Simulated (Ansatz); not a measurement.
**CaSe (Fm-3m): phonons against volume**

Wanted: mode Grüneisen parameters of CaSe and a free-energy fit over volumes.

What experiment has found for this phase:
- heat capacity C_P per formula unit 48.1 J/mol/K near room temperature (given in “High-Throughput Prediction of Finite-Temperature Properties using the Quasi-Harmonic Approximation”, 2016, arXiv:1603.06924)

Main program and level: Ansatz 0.2.0; DFT LDA, scalar-relativistic, plane waves, PAW.

Most raw output is cut from this account.

The database entry behind the starting cell differs from later determinations by our own check (0.1 to 0.3 % short, probably kX units), so it need not match the best structure at ambient conditions.

### 1. The structure

The structure is cubic, space group Fm-3m (No. 225). The conventional cell has a = 5.912 Å, b = 5.912 Å, c = 5.912 Å, α = 90.00°, β = 90.00°, γ = 90.00°. Nearest to Ca lie 6 Se at 2.96 Å. Nearest to Se lie 6 Ca at 2.96 Å. Farther neighbours and most contacts between anions are not listed.

### 2. A first coarse run

A cheap single point shows whether the cell is a metal or an insulator and how far it is from rest; that sets the k-mesh and the occupations of what follows.

input.yaml reads:

```yaml
crystal:
  lattice:
    - [0.0, 2.956, 2.956]
    - [2.956, 0.0, 2.956]
    - [2.956, 2.956, 0.0]
  atoms:
    - { symbol: Ca, position: [0.0, 0.0, 0.0] }
    - { symbol: Se, position: [0.5, 0.5, 0.5] }
kpoints:
  mp_grid: { grid: [6, 6, 6] }
hamiltonian:
  xc: lda
scf:
  occupations: { method: gaussian, width: 0.1 }
output:
  forces: true
  stress: true
  eigenvalues: true
```

Launch:

```sh
> ansatz run input.yaml --threads 4 --pin off --max-ram 8192MiB --backend cpu --events-out ev --progress --plain --runs-dir out
```

Wall time 3.3 s (4 threads of Arm Neoverse V2, shared host); peak memory 0.33 GiB.

Numbers from this step:

```
pressure          : -3.112 GPa
gap on the k-mesh : 1.875 eV
volume per atom   : 25.83 Å³
```

The start is under -3.1 GPa at this level and looks like an insulator or semiconductor on this mesh.

### 3. Relaxation

Phonons are second derivatives about a minimum, so cell and atoms are relaxed first, inside the symmetry of the start.

input.yaml, the sections that differ from step 2:

```yaml
kpoints:
  mp_grid: { grid: [8, 8, 8] }
scf:
  occupations: { method: gaussian, width: 0.02 }
relax:
  adjacent_minimum: "off"
  f_tol: 0.005
  max_steps: 80
  cell: { stress_tol: 0.05 }
# crystal, hamiltonian, output: as in step 2
```

Wall time 2.2 s (4 threads); peak memory 0.34 GiB; 7.2 s of CPU time.

Step by step:

| step | energy less that of the first step (eV) | largest force component (eV/Å) | pressure (GPa) | volume (Å³) |
| --- | --- | --- | --- | --- |
| 1 | 0.0000 | 0.0000 | -3.12 | 51.66 |
| 2 | -0.0269 | 0.0000 | 1.49 | 47.37 |
| 3 | -0.0321 | 0.0000 | -0.14 | 48.67 |
| 4 | -0.0322 | 0.0000 | -0.01 | 48.56 |
| 5* | -0.0319 | 0.0000 | -0.01 | 48.56 |

Relaxation steps marked * repeat the geometry before them on a plane-wave basis chosen anew for their cell, so energy and pressure can jump there.

The run keeps the 48 symmetry operations that it works with, so distortions that break them were not tested.

| conventional cell, symmetrised | before | after | change |
| --- | --- | --- | --- |
| a (Å) | 5.912 | 5.791 | -2.0 % |
| b (Å) | 5.912 | 5.791 | -2.0 % |
| c (Å) | 5.912 | 5.791 | -2.0 % |
| volume (Å³/atom) | 25.83 | 24.28 | -6.0 % |

Final coordinates:

```
Ca Se
1.0
     0.00000    2.89565    2.89565
     2.89565    0.00000    2.89565
     2.89565    2.89565    0.00000
Ca Se
1 1
Direct
  0.00000 0.00000 0.00000
  0.50000 0.50000 0.50000
```

This step gave:

```
pressure          : -0.006783 GPa
gap on the k-mesh : 1.715 eV
volume per atom   : 24.28 Å³
```

The relaxation ends with a pressure of -0.01 GPa.

### 4. Relaxing to small residual forces and stress

The thresholds are tightened for a last relaxation ahead of the phonons, and where mesh or smearing change with them the cell follows.

input.yaml reads:

```yaml
crystal:
  lattice:
    - [0.0, 2.8956489215, 2.8956489215]
    - [2.8956489215, 0.0, 2.8956489215]
    - [2.8956489215, 2.8956489215, 0.0]
  atoms:
    - { symbol: Ca, position: [0.0, 0.0, 0.0] }
    - { symbol: Se, position: [0.5, 0.5, 0.5] }
kpoints:
  mp_grid: { grid: [8, 8, 8] }
hamiltonian:
  xc: lda
scf:
  occupations: { method: fixed }
output:
  forces: true
  stress: true
  eigenvalues: true
  write_density: true
  write_potential: true
  elf: true
  volumetric_format: npy
relax:
  adjacent_minimum: "off"
  f_tol: 0.001
  max_steps: 60
  cell: { stress_tol: 0.01 }
```

Wall time 1 s (4 threads); peak memory 0.34 GiB.

Little changed from the start: no atom moved by 0.005 Å and no cell edge by 0.1 %.

This step gave:

```
pressure : -0.006785 GPa
```

ELF in the ac plane of the conventional cell at fractional y = 0.000, with atoms of Ca and Se within 0.2 Å of it. It is the smooth field of the valence electrons, not physical close to the nuclei.

Ten even steps from '_' (0.06) to '@' (0.84), each cell a mean:
```
@@@@**..++@@%%==--##@@%%::--@@@@
@@%%--__++%%@@%%%%@@@@##....**@@
==::____--##%%@@@@@@%%++..__..--
::::..__..--++++**++==::__....::
%%%%**--______....______::++##%%
@@@@%%**..__--**##++..__==%%@@@@
**%%@@%%::::%%@@@@@@++__++@@@@##
..**@@%%::==@@@@@@@@##..**@@%%--
--##@@%%::--@@@@@@@@**..++@@%%==
%%@@@@##....**@@@@%%--__++%%@@%%
@@@@%%++..__..--==::____--##%%@@
**++==::__....::::::..__..--++++
..______::++##%%%%%%**--______..
##++..__==%%@@@@@@@@%%**..__--**
@@@@++__++@@@@##**%%@@%%::::%%@@
@@@@##..**@@%%--..**@@%%::==@@@@
```
Columns run along a (5.8 Å), rows up along c (5.8 Å), edges of the conventional cell, whose origin can differ from the input's. Atoms in or near the plane, at fractional coordinates: Ca at (0.00, 0.00), Ca at (0.50, 0.50), Se at (0.50, 0.00), Se at (0.00, 0.50).

Valence density in the ac plane of the conventional cell at fractional y = 0.000, with atoms of Ca and Se within 0.2 Å of it. It is the smooth field of the valence electrons, not physical close to the nuclei.

Ten steps, logarithmic in the rise over the least value, from '_' (0 e/Å³) to '@' (32 e/Å³), each cell a mean:
```
**++::____::==%%@@**::..__..==**
==--..____..::==++--..______::==
....________..::::....________..
________________..______________
....__________________________..
--::..______..::--::______....::
##==::..__..--++++==::____..--**
@@##--..__..==****++--__..::++@@
@@**::..__..==****++::____::==%%
++--..______::====--..____..::==
::....________......________..::
..______________________________
______________......____________
--::______....::--::..______..::
++==::____..--**##==::..__..--++
**++--__..::++@@@@##--..__..==**
```
Columns run along a (5.8 Å), rows up along c (5.8 Å), edges of the conventional cell, whose origin can differ from the input's. Atoms in or near the plane, at fractional coordinates: Ca at (0.00, 0.00), Ca at (0.50, 0.50), Se at (0.50, 0.00), Se at (0.00, 0.50).

Electrostatic potential energy in the ac plane of the conventional cell at fractional y = 0.000, with atoms of Ca and Se within 0.2 Å of it. With pseudopotentials it is smooth inside the atoms' cores, unlike the true potential.

Values in eV, 16 rows by 16 columns, each cell a mean:
```
-54 -38 -10   5   8   0 -10  -2   1  -7  -7   6   7  -1 -24 -51
-29 -16  -1   7   9   6  -6 -10  -9  -9   1   9   9   4  -8 -24
 -2   2   6   9  11  10   6   0  -1   3   9  11  10   8   4  -1
  7   8  10  11  11  11   9   8   8   9  10  11  11  10   9   7
  6   8  10  11  11   9   7   5   4   6   8  10  11  11   9   6
 -8  -3   6  10  10   6  -1 -10 -12  -5   4   8  10   9   1  -7
 -5 -10  -3   8   8   2 -16 -38 -43 -26  -5   6   9   3  -9  -7
  3  -5  -8   6   7  -2 -29 -54 -56 -43 -12   4   8  -1  -9   1
  1  -7  -7   6   7  -1 -24 -51 -54 -38 -10   5   8   0 -10  -2
 -9  -9   1   9   9   4  -8 -24 -29 -16  -1   7   9   6  -6 -10
 -1   3   9  11  10   8   4  -1  -2   2   6   9  11  10   6   0
  8   9  10  11  11  10   9   7   7   8  10  11  11  11   9   8
  4   6   8  10  11  11   9   6   6   8  10  11  11   9   7   5
-12  -5   4   8  10   9   1  -7  -8  -3   6  10  10   6  -1 -10
-43 -26  -5   6   9   3  -9  -7  -5 -10  -3   8   8   2 -16 -38
-56 -43 -12   4   8  -1  -9   1   3  -5  -8   6   7  -2 -29 -54
```
Columns run along a (5.8 Å; values clipped at the 3rd and 97th percentile), rows up along c (5.8 Å), edges of the conventional cell, whose origin can differ from the input's. Atoms in or near the plane, at fractional coordinates: Ca at (0.00, 0.00), Ca at (0.50, 0.50), Se at (0.50, 0.00), Se at (0.00, 0.50).

The residual pressure is -0.0068 GPa, small enough for phonons.

### 5. Lattice dynamics at this volume, V/V0 1

Phonons at this volume give one point of F(V, T); meshes stay fixed along the series.

input.yaml, the sections that differ from step 4:

```yaml
output:
  eigenvalues: true
phonons:
  method: dfpt
  dielectric: true
  rigid_motions: translations
  qmesh: [4, 4, 4]
  temperatures: { t_max: 1000, t_step: 50 }
  qpath:
    path:
      - [[0.0, 0.0, 0.0], [0.5, 0.0, 0.5], [0.625, 0.25, 0.625]]
      - [[0.375, 0.375, 0.75], [0.0, 0.0, 0.0], [0.5, 0.5, 0.5], [0.5, 0.25, 0.75], [0.5, 0.0, 0.5]]
    npoints: 10
# crystal, kpoints, hamiltonian, scf: as in step 4
# relax: removed
```

The job ended after 1.7 min (4 threads; peak memory 1.2 GiB).

This step gave:

| Property | Result |
| --- | --- |
| Γ frequencies | 0, 0, 0, 191.5, 191.5, 191.5 cm⁻¹ (negative: imaginary) |
| lowest frequency on the path | 0 cm⁻¹ |
| zero-point energy | 0.05845 eV/cell |
| point group | m-3m |
| highest frequency | 267.7 cm⁻¹ |
| Debye temperature from the second moment | 307 K |

LO-TO term included. The phonon branches at the labelled points (cm⁻¹):

| point | branch 1 | branch 2 | branch 3 | branch 4 | branch 5 | branch 6 |
| --- | --- | --- | --- | --- | --- | --- |
| Γ | 0 | 0 | 0 | 192 | 192 | 268 |
| halfway | 63 | 63 | 139 | 196 | 196 | 219 |
| X | 84 | 84 | 123 | 198 | 198 | 210 |
| halfway | 90 | 99 | 122 | 195 | 203 | 209 |
| U | 106 | 117 | 129 | 185 | 206 | 212 |
| jump to K | 106 | 117 | 129 | 185 | 206 | 212 |
| halfway | 74 | 105 | 130 | 171 | 200 | 248 |
| Γ | 0 | 0 | 0 | 192 | 192 | 268 |
| halfway | 80 | 80 | 111 | 183 | 183 | 266 |
| L | 127 | 127 | 162 | 163 | 163 | 262 |
| halfway | 118 | 122 | 144 | 175 | 191 | 233 |
| W | 109 | 109 | 140 | 191 | 205 | 205 |
| halfway | 92 | 112 | 120 | 197 | 201 | 208 |
| X | 84 | 84 | 123 | 198 | 198 | 210 |

Tetrahedra on 20 20 20, mean over bins of 5 cm⁻¹. The phonon density of states by wavenumber; read off at these points:

| wavenumber (cm⁻¹) | phonon density of states (1/cm⁻¹/cell) |
| --- | --- |
| 2 | 1.0e-5 |
| 8 | 4.0e-5 |
| 18 | 3.4e-4 |
| 22 | 5.7e-4 |
| 32 | 0.0014 |
| 38 | 0.00194 |
| 48 | 0.00357 |
| 52 | 0.00464 |
| 58 | 0.00609 |
| 68 | 0.00996 |
| 72 | 0.0126 |
| 82 | 0.0225 |
| 88 | 0.0282 |
| 98 | 0.0323 |
| 102 | 0.0348 |
| 108 | 0.0380 |
| 118 | 0.0451 |
| 122 | 0.0533 |
| 128 | 0.0551 |
| 132 | 0.0202 |
| 138 | 0.0294 |
| 142 | 0.0450 |
| 148 | 0.0395 |
| 152 | 0.0153 |
| 162 | 0.00345 |
| 168 | 0.0269 |
| 172 | 0.0359 |
| 182 | 0.0477 |
| 188 | 0.0551 |
| 198 | 0.0736 |
| 202 | 0.0427 |
| 212 | 0.0210 |
| 218 | 0.0188 |
| 222 | 0.0174 |
| 232 | 0.0151 |
| 238 | 0.0146 |
| 248 | 0.0141 |
| 252 | 0.0141 |
| 262 | 0.0119 |
| 268 | 0.0021 |

Harmonic. Thermo, by row:

| T (K) | F_vib (meV/atom) | S (J/mol-atom/K) | C_V (J/mol-atom/K) |
| --- | --- | --- | --- |
| 0 | 29.23 | 0 | 0 |
| 50 | 28.82 | 2.94 | 7.098 |
| 100 | 25.21 | 11.14 | 16.49 |
| 150 | 17.42 | 18.7 | 20.48 |
| 200 | 6.07 | 24.87 | 22.26 |
| 250 | -8.17 | 29.94 | 23.17 |
| 300 | -24.82 | 34.22 | 23.69 |
| 350 | -43.53 | 37.89 | 24.01 |
| 400 | -64.01 | 41.11 | 24.22 |
| 450 | -86.07 | 43.98 | 24.37 |
| 500 | -109.5 | 46.55 | 24.48 |
| 550 | -134.3 | 48.89 | 24.56 |
| 600 | -160.2 | 51.02 | 24.62 |
| 650 | -187.1 | 53 | 24.67 |
| 700 | -215.1 | 54.83 | 24.7 |
| 750 | -243.9 | 56.53 | 24.73 |
| 800 | -273.6 | 58.13 | 24.76 |
| 850 | -304.2 | 59.63 | 24.78 |
| 900 | -335.4 | 61.05 | 24.8 |
| 950 | -367.4 | 62.39 | 24.81 |
| 1000 | -400.1 | 63.66 | 24.82 |

The modes has structure finer than the step of the table below, so its rows give means over 10 cm⁻¹, whole bins alone (the curve runs from -10 to 286 cm⁻¹). Peaks (cm⁻¹: height): Ca 110.8: 0.0103, 194.5: 0.0544, 244.7: 0.0169; Se 125.7: 0.0532, 144.3: 0.0398, 196.3: 0.0216.

Phonopy on the run's constants, 17x17x17 mesh, Gaussian sigma 2.1 cm⁻¹. Table of modes by wavenumber; means over each step; values in 1/cm⁻¹/cell:

| wavenumber (cm⁻¹) | Ca | Se |
| --- | --- | --- |
| 0 | 1.9e-5 | 4.1e-5 |
| 10 | 6.3e-6 | 1.2e-5 |
| 20 | 2.0e-4 | 4.1e-4 |
| 30 | 4.0e-4 | 8.1e-4 |
| 40 | 7.2e-4 | 0.00149 |
| 50 | 0.00140 | 0.00301 |
| 60 | 0.00216 | 0.00475 |
| 70 | 0.00354 | 0.00804 |
| 80 | 0.00585 | 0.0140 |
| 90 | 0.00798 | 0.0204 |
| 100 | 0.00881 | 0.0249 |
| 110 | 0.00908 | 0.0302 |
| 120 | 0.00844 | 0.0400 |
| 130 | 0.00447 | 0.0340 |
| 140 | 0.00494 | 0.0308 |
| 150 | 0.00363 | 0.0237 |
| 160 | 0.00396 | 0.00194 |
| 170 | 0.0245 | 0.00547 |
| 180 | 0.0338 | 0.0109 |
| 190 | 0.0454 | 0.0169 |
| 200 | 0.0408 | 0.0156 |
| 210 | 0.0218 | 0.00463 |
| 220 | 0.0167 | 0.00149 |
| 230 | 0.0142 | 0.00109 |
| 240 | 0.0127 | 0.00127 |
| 250 | 0.0124 | 0.00169 |
| 260 | 0.0106 | 0.00213 |
| 270 | 0.00143 | 4.9e-4 |
| 280 | 0 | 0 |

Born charge (rows field, columns displacement) (e), principal values of the symmetric part by kind of site:

| atom | atoms with these values | low | middle | high | mean |
| --- | --- | --- | --- | --- | --- |
| Ca1 | 1 | 2.35 | 2.35 | 2.35 | 2.35 |
| Se2 | 1 | -2.35 | -2.35 | -2.35 | -2.35 |

In full for Ca1:

```
2.35 0.00 0.00
0.00 2.35 0.00
0.00 0.00 2.35
```

ε∞:

```
6.02 0.00 0.00
0.00 6.02 0.00
0.00 0.00 6.02
```

No LO-TO term. Modes at Γ, with each element's share of the kinetic energy:

| mode | frequency (cm⁻¹) | symmetry | Ca % | Se % |
| --- | --- | --- | --- | --- |
| 1 | 0.0 | T1u | 34 | 66 |
| 2 | 0.0 | T1u | 34 | 66 |
| 3 | 0.0 | T1u | 34 | 66 |
| 4 | 191.5 | T1u | 66 | 34 |
| 5 | 191.5 | T1u | 66 | 34 |
| 6 | 191.5 | T1u | 66 | 34 |

Displacements in mode 5 (191.5 cm⁻¹), the largest set to 1:
```
Ca1  1.00  0.00  0.00
Se2 -0.51  0.00  0.00
```

No mode is imaginary beyond numerical noise at the solved wavevectors.

### 6. Single point at a scaled cell, V/V0 1.015

Symmetry fixes every atom, so a single point at the scaled cell gives the energy and pressure of this member.

The cell differs from the one that the last finished run ended in (a 4.095 → 4.115 Å, b 4.095 → 4.115 Å, c 4.095 → 4.115 Å).

input.yaml, the sections that differ from step 5:

```yaml
crystal:
  lattice:
    - [0.0, 2.9100553722, 2.9100553722]
    - [2.9100553722, 0.0, 2.9100553722]
    - [2.9100553722, 2.9100553722, 0.0]
  atoms:
    - { symbol: Ca, position: [0.0, 0.0, 0.0] }
    - { symbol: Se, position: [0.5, 0.5, 0.5] }
output:
  forces: true
  stress: true
  eigenvalues: true
# kpoints, hamiltonian, scf: as in step 5
# phonons: removed
```

Elapsed: 0.44 s, on 4 threads; peak memory 0.34 GiB; 1.3 s of CPU time.

Numbers from this step:

| Quantity | Value |
| --- | --- |
| pressure | -0.8332 GPa |
| gap on the k-mesh | 1.756 eV |
| volume per atom | 24.64 Å³ |

At this level the gap is 1.76 eV on the k-mesh of the self-consistent run, which can miss the band edges.

### 7. Lattice dynamics at this volume, V/V0 1.015

The same q-mesh and k-mesh are kept at every volume, so that much of their error can cancel in the differences.

input.yaml, the sections that differ from step 6:

```yaml
output:
  eigenvalues: true
phonons:
  method: dfpt
  dielectric: true
  rigid_motions: translations
  qmesh: [4, 4, 4]
  temperatures: { t_max: 1000, t_step: 50 }
  qpath:
    path:
      - [[0.0, 0.0, 0.0], [0.5, 0.0, 0.5], [0.625, 0.25, 0.625]]
      - [[0.375, 0.375, 0.75], [0.0, 0.0, 0.0], [0.5, 0.5, 0.5], [0.5, 0.25, 0.75], [0.5, 0.0, 0.5]]
    npoints: 10
# crystal, kpoints, hamiltonian, scf: as in step 6
```

Elapsed: 1.7 min, on 4 threads; peak memory 1.2 GiB.

No mode is imaginary beyond numerical noise at the solved wavevectors. The highest zone-centre mode (no LO–TO term) moved by -3.1 % for a volume change of +1.5 %.

### 8. A cell at another volume, V/V0 0.985

The cell differs from the one that the last finished run ended in (a 4.115 → 4.074 Å, b 4.115 → 4.074 Å, c 4.115 → 4.074 Å).

input.yaml, the sections that differ from step 7:

```yaml
crystal:
  lattice:
    - [0.0, 2.8810976763, 2.8810976763]
    - [2.8810976763, 0.0, 2.8810976763]
    - [2.8810976763, 2.8810976763, 0.0]
  atoms:
    - { symbol: Ca, position: [0.0, 0.0, 0.0] }
    - { symbol: Se, position: [0.5, 0.5, 0.5] }
output:
  forces: true
  stress: true
  eigenvalues: true
# kpoints, hamiltonian, scf: as in step 7
# phonons: removed
```

Run time: 0.43 s. Hardware: 4 threads; peak memory 0.34 GiB.

The run ends at a pressure of 0.89 GPa.

### 9. Lattice dynamics at this volume, V/V0 0.985

input.yaml, the sections that differ from step 8:

```yaml
output:
  eigenvalues: true
phonons:
  method: dfpt
  dielectric: true
  rigid_motions: translations
  qmesh: [4, 4, 4]
  temperatures: { t_max: 1000, t_step: 50 }
  qpath:
    path:
      - [[0.0, 0.0, 0.0], [0.5, 0.0, 0.5], [0.625, 0.25, 0.625]]
      - [[0.375, 0.375, 0.75], [0.0, 0.0, 0.0], [0.5, 0.5, 0.5], [0.5, 0.25, 0.75], [0.5, 0.0, 0.5]]
    npoints: 10
# crystal, kpoints, hamiltonian, scf: as in step 8
```

It took 1.7 min on 4 threads; peak memory 1.2 GiB; 6.6 min of CPU time.

LO-TO term included. The phonon branches at the labelled points (cm⁻¹):

| point | branch 1 | branch 2 | branch 3 | branch 4 | branch 5 | branch 6 |
| --- | --- | --- | --- | --- | --- | --- |
| Γ | 0 | 0 | 0 | 198 | 198 | 272 |
| halfway | 63 | 63 | 143 | 202 | 202 | 223 |
| X | 84 | 84 | 123 | 205 | 205 | 217 |
| halfway | 91 | 99 | 122 | 201 | 209 | 216 |
| U | 108 | 117 | 130 | 192 | 214 | 218 |
| jump to K | 108 | 117 | 130 | 192 | 214 | 218 |
| halfway | 74 | 108 | 133 | 176 | 206 | 253 |
| Γ | 0 | 0 | 0 | 198 | 198 | 272 |
| halfway | 82 | 82 | 113 | 189 | 189 | 270 |
| L | 131 | 131 | 165 | 168 | 168 | 266 |
| halfway | 120 | 124 | 147 | 181 | 198 | 238 |
| W | 109 | 109 | 144 | 196 | 212 | 212 |
| halfway | 92 | 114 | 120 | 203 | 208 | 216 |
| X | 84 | 84 | 123 | 205 | 205 | 217 |

No mode is imaginary beyond numerical noise at the solved wavevectors. The highest zone-centre mode (no LO–TO term) moved by +3.2 % for a volume change of -1.5 %.

### 10. Single point at a scaled cell, V/V0 1.03

The cell differs from the one that the last finished run ended in (a 4.074 → 4.136 Å, b 4.074 → 4.136 Å, c 4.074 → 4.136 Å).

input.yaml, the sections that differ from step 9:

```yaml
crystal:
  lattice:
    - [0.0, 2.9243205775, 2.9243205775]
    - [2.9243205775, 0.0, 2.9243205775]
    - [2.9243205775, 2.9243205775, 0.0]
  atoms:
    - { symbol: Ca, position: [0.0, 0.0, 0.0] }
    - { symbol: Se, position: [0.5, 0.5, 0.5] }
output:
  forces: true
  stress: true
  eigenvalues: true
# kpoints, hamiltonian, scf: as in step 9
# phonons: removed
```

The job ended after 0.44 s (4 threads; peak memory 0.34 GiB).

The run ends at a pressure of -1.60 GPa.

### 11. Phonons, V/V0 1.03

input.yaml, the sections that differ from step 10:

```yaml
output:
  eigenvalues: true
phonons:
  method: dfpt
  dielectric: true
  rigid_motions: translations
  qmesh: [4, 4, 4]
  temperatures: { t_max: 1000, t_step: 50 }
  qpath:
    path:
      - [[0.0, 0.0, 0.0], [0.5, 0.0, 0.5], [0.625, 0.25, 0.625]]
      - [[0.375, 0.375, 0.75], [0.0, 0.0, 0.0], [0.5, 0.5, 0.5], [0.5, 0.25, 0.75], [0.5, 0.0, 0.5]]
    npoints: 10
# crystal, kpoints, hamiltonian, scf: as in step 10
```

It took 1.8 min on 4 threads; peak memory 1.2 GiB; 6.8 min of CPU time.

LO-TO term included. Phonon branches along the path, in cm⁻¹:

| point | branch 1 | branch 2 | branch 3 | branch 4 | branch 5 | branch 6 |
| --- | --- | --- | --- | --- | --- | --- |
| Γ | 0 | 0 | 0 | 180 | 180 | 259 |
| halfway | 63 | 63 | 131 | 183 | 183 | 212 |
| X | 84 | 84 | 123 | 185 | 185 | 196 |
| halfway | 89 | 98 | 122 | 182 | 190 | 195 |
| U | 103 | 117 | 126 | 173 | 192 | 200 |
| jump to K | 103 | 117 | 126 | 173 | 192 | 200 |
| halfway | 74 | 98 | 125 | 160 | 187 | 240 |
| Γ | 0 | 0 | 0 | 180 | 180 | 259 |
| halfway | 76 | 76 | 107 | 172 | 172 | 257 |
| L | 120 | 120 | 154 | 154 | 156 | 254 |
| halfway | 115 | 118 | 139 | 164 | 179 | 224 |
| W | 109 | 109 | 134 | 182 | 191 | 191 |
| halfway | 92 | 109 | 120 | 186 | 188 | 194 |
| X | 84 | 84 | 123 | 185 | 185 | 196 |

No mode is imaginary beyond numerical noise at the solved wavevectors. The highest zone-centre mode (no LO–TO term) moved by -6.2 % for a volume change of +3.0 %.

(Part 1 of 2 ends here.)

[Logs are printed without paths, hosts, clocks, repeated set-up lines and the standing remarks that a program may print on its own settings, such as how far it seeks lower states.]

[Hosts, paths, dates, database ids (printed as entryN), source tags and the programs' standing remarks are cut or masked in the printed files.]

[A step with changed settings may run another functional than the one named; its input shows which.]

[Of the runs on displaced cells, only some may be shown.]
